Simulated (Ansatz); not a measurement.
# Li2Se: the cost of one run

Program: Ansatz 0.2.0. Level of theory: DFT r²SCAN + D3(BJ)-ATM, scalar-relativistic, plane waves, PAW. These are calculated values, not measurements.

1 further run of the same task is left out (it didn't finish). Runs told in other sessions of the task aren't counted.

## (1) Starting point

The structure is cubic, space group Fm-3m (No. 225). Conventional cell: a = 6.005 Å, b = 6.005 Å, c = 6.005 Å, α = 90.00°, β = 90.00°, γ = 90.00°. Li (site symmetry -43m) has 4 Se at 2.60 Å in its first shell of neighbours. Around Se (site symmetry m-3m) lie 8 Li at 2.60 Å.

Coordinates:

```xyz
3
Lattice="0.0000 3.0025 3.0025 3.0025 0.0000 3.0025 3.0025 3.0025 0.0000" Properties=species:S:1:pos:R:3 pbc="T T T"
Li    1.5012    1.5012    1.5012
Li    4.5037    4.5037    4.5037
Se    0.0000    0.0000    0.0000
```

This cell comes from an earlier session at PBE: 18.045 Å³/atom at 0.02 GPa, on a 8×8×8 mesh, gap on the mesh 2.98 eV.

## (2) At the given cell

input.yaml

```yaml
crystal:
  lattice:
    - [0.0, 3.0024997683, 3.0024997683]
    - [3.0024997683, 0.0, 3.0024997683]
    - [3.0024997683, 3.0024997683, 0.0]
  atoms:
    - { symbol: Li, position: [0.25, 0.25, 0.25] }
    - { symbol: Li, position: [0.75, 0.75, 0.75] }
    - { symbol: Se, position: [0.0, 0.0, 0.0] }
basis:
  ecutwfc: 500
  ecutrho_ratio: 4
kpoints:
  mp_grid: { grid: [8, 8, 8] }
hamiltonian:
  xc: r2scan
  dispersion: d3bjatm
scf:
  occupations: { method: gaussian, width: 0.05 }
output:
  forces: true
  stress: true
  eigenvalues: true
```

On the command line:

```bash
> ansatz run input.yaml --threads 4 --pin off --max-ram 8192MiB --backend cpu --events-out ev --progress --plain --runs-dir out
```

Q: Estimate wall time and peak memory on 4 threads of Arm Neoverse V1, shared host.

About 1.4 s, with a peak of 0.47 GiB.
